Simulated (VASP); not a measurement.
Write the native input for VASP 6.6.1 that does the following.

| Item | Value |
| --- | --- |
| Task | single point |
| Functional | PBE0 |
| Potentials or basis | VASP PAW PBE potentials, release 64 (I, Na_pv) |
| Cutoff | 520 eV |
| k mesh | 3 × 3 × 3 |
| Occupations | fermi-dirac, width 0.05 eV |
| Spin | spin-orbit coupling, no magnetisation |
| Grid for exact exchange (PRECFOCK) | Normal |
| Exchange at q = 0 | default |
| Further INCAR settings | ALGO = Normal; EDIFF = 1e-06; NBANDS = 26 |

NaI:

```xyz
2
Lattice="0.0000 3.2364 3.2364 3.2364 0.0000 3.2364 3.2364 3.2364 0.0000" Properties=species:S:1:pos:R:3 pbc="T T T"
I     3.2364    3.2364    3.2364
Na    0.0000    0.0000    0.0000
```

One way to write it, as run:

POSCAR

```
NaI
1.0
    0.0000000000      3.2364000000      3.2364000000
    3.2364000000      0.0000000000      3.2364000000
    3.2364000000      3.2364000000      0.0000000000
I Na
1 1
Direct
    0.5000000000      0.5000000000      0.5000000000
    0.0000000000      0.0000000000      0.0000000000
```

INCAR.step1

```
SYSTEM = NaI
ALGO     = Normal         ! electronic algorithm
EDIFF    = 1E-5           ! SCF threshold, eV
ENCUT    = 520            ! plane-wave cutoff, eV
GGA      = PE             ! functional
GGA_COMPAT= .False.      
ISIF     = 2              ! what is computed and relaxed
ISMEAR   = -1             ! smearing method
LASPH    = .True.         ! aspherical terms in the spheres
LCHARG   = .False.        ! write CHGCAR
LORBIT   = 11             ! projections on sites
LREAL    = .False.        ! projectors in reciprocal space
LSORBIT  = .True.         ! spin-orbit coupling
LWAVE    = .True.         ! write WAVECAR
MAGMOM   = 0 0 0 0 0 0    ! initial moments
NBANDS   = 26             ! bands
NELM     = 60             ! most SCF steps
PREC     = Accurate       ! precision mode
SIGMA    = 0.05           ! smearing width, eV
```

INCAR.step2

```
SYSTEM = NaI
AEXX     = 0.25           ! exact-exchange fraction
ALGO     = Normal         ! electronic algorithm
EDIFF    = 1E-6           ! SCF threshold, eV
ENCUT    = 520            ! plane-wave cutoff, eV
GGA      = PE             ! functional
GGA_COMPAT= .False.      
ISIF     = 2              ! what is computed and relaxed
ISMEAR   = -1             ! smearing method
ISTART   = 1            
LASPH    = .True.         ! aspherical terms in the spheres
LCHARG   = .False.        ! write CHGCAR
LHFCALC  = .True.         ! exact exchange
LORBIT   = 11             ! projections on sites
LREAL    = .False.        ! projectors in reciprocal space
LSORBIT  = .True.         ! spin-orbit coupling
LWAVE    = .False.        ! write WAVECAR
MAGMOM   = 0 0 0 0 0 0    ! initial moments
NBANDS   = 26             ! bands
NELM     = 60             ! most SCF steps
PREC     = Accurate       ! precision mode
PRECFOCK = Normal       
SIGMA    = 0.05           ! smearing width, eV
```

KPOINTS

```
k-points
0
Gamma
  3 3 3
  0 0 0
```

Potentials or basis: VASP PAW PBE potentials, release 64 (I, Na_pv).

The run is started by

```sh
$ cat potpaw_PBE.64/I/POTCAR potpaw_PBE.64/Na_pv/POTCAR > POTCAR
$ cp INCAR.step1 INCAR
$ mpirun -np 1 vasp_ncl > vasp.out
$ cp INCAR.step2 INCAR
$ mpirun -np 1 vasp_ncl > vasp.out
```

Results of the run:

```yaml
Pressure: 0.3 GPa
Valence_electrons_inside_the_program's_atomic_spheres: I 4.44; Na 6.01
```

Caveat: the k mesh is coarse (spacing up to 0.56 Å⁻¹), so the values aren't converged, least of all with exact exchange; the PAW data sets were made with another functional, which shifts forces and pressure a little.

Run time: 3.9 min on 1 thread of Intel(R) Xeon(R) 6975P-C (Granite Rapids), on a shared host, peak memory 0.39 GiB.
